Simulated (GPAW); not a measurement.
# MnO: band structure with PBEsol+U

Crystal: MnO.

```xyz
2
Lattice="0.0000 2.2239 2.2239 2.2239 0.0000 2.2239 2.2239 2.2239 0.0000" Properties=species:S:1:pos:R:3 pbc="T T T"
Mn    0.0000    0.0000    0.0000
O     2.2239    2.2239    2.2239
```

The cell is a database's computed one.

```yaml
Program: GPAW 26.7.0
Task: band structure
Functional: PBEsol
Potentials_or_basis: PAW data sets generated in the run's folder for this functional
Cutoff: 800 eV
Basis: pw
k_mesh: 10 × 10 × 10
Occupations: fermi-dirac, width 0.05 eV
Spin: collinear spin, ferromagnetic start
Starting_moments: "[4.0, 0.0] μB"
Hubbard_terms: Mn d U = 1 eV
Maxiter: 150
Band_path: GXWKGLUWLK,UX
Band_points: 80
```

| Property | Result |
| --- | --- |
| Pressure | -0.4 GPa |
| Band gap along the path | none (metal or under the smearing width) |
| Net moment | 4.93 μB per cell |
| Site moments | Mn +4.38; O +0.17 μB |

Levels at the corners of the path, in eV from the Fermi level:
Spin up:
```
point  band 11  band 12  band 13  band 14
    Γ    -3.62    -3.13    -3.13    -0.65
    X    -2.42    -2.42    -2.30     4.84
    W    -2.42    -2.39    -1.21     6.91
    K    -2.30    -1.99    -1.22     6.24
    Γ    -3.62    -3.13    -3.13    -0.65
    L    -2.17     0.06     0.06     3.25
    U    -2.30    -1.99    -1.22     6.24
    W    -2.42    -2.39    -1.21     6.91
    L    -2.17     0.06     0.06     3.25
    K    -2.30    -1.99    -1.22     6.24
    U    -2.30    -1.99    -1.22     6.24
    X    -2.42    -2.42    -2.30     4.84
```
Spin down:
| point | band 4 | band 5 | band 6 | band 7 | band 8 | band 9 | band 10 | band 11 | band 12 | band 13 |
| --- | --- | --- | --- | --- | --- | --- | --- | --- | --- | --- |
| Γ | -45.26 | -19.63 | -3.27 | -3.27 | -3.27 | 0.76 | 1.32 | 1.32 | 1.32 | 1.98 |
| X | -45.29 | -18.64 | -6.41 | -4.27 | -4.27 | -0.43 | 2.64 | 2.81 | 3.19 | 3.19 |
| W | -45.29 | -18.56 | -5.65 | -5.65 | -5.12 | 1.84 | 1.84 | 2.81 | 3.19 | 3.58 |
| K | -45.29 | -18.59 | -6.03 | -5.64 | -4.53 | 0.91 | 2.85 | 2.96 | 3.02 | 3.50 |
| Γ | -45.26 | -19.63 | -3.27 | -3.27 | -3.27 | 0.76 | 1.32 | 1.32 | 1.32 | 1.98 |
| L | -45.27 | -18.66 | -7.32 | -4.68 | -4.68 | 2.55 | 2.69 | 2.69 | 4.33 | 4.33 |
| U | -45.29 | -18.59 | -6.03 | -5.64 | -4.53 | 0.91 | 2.85 | 2.96 | 3.02 | 3.50 |
| W | -45.29 | -18.56 | -5.65 | -5.65 | -5.12 | 1.84 | 1.84 | 2.81 | 3.19 | 3.58 |
| L | -45.27 | -18.66 | -7.32 | -4.68 | -4.68 | 2.55 | 2.69 | 2.69 | 4.33 | 4.33 |
| K | -45.29 | -18.59 | -6.03 | -5.64 | -4.53 | 0.91 | 2.85 | 2.96 | 3.02 | 3.50 |
| U | -45.29 | -18.59 | -6.03 | -5.64 | -4.53 | 0.91 | 2.85 | 2.96 | 3.02 | 3.50 |
| X | -45.29 | -18.64 | -6.41 | -4.27 | -4.27 | -0.43 | 2.64 | 2.81 | 3.19 | 3.19 |

Run time: 2 min on 1 thread of Intel(R) Xeon(R) Platinum 8259CL CPU @ 2.50GHz (Skylake/Cascade Lake) (shared host), peak memory 0.33 GiB.

Caveat: a cell with one magnetic atom can't hold antiferromagnetic order, which such compounds often take. The state reached can hang on the start; a lower one may exist.
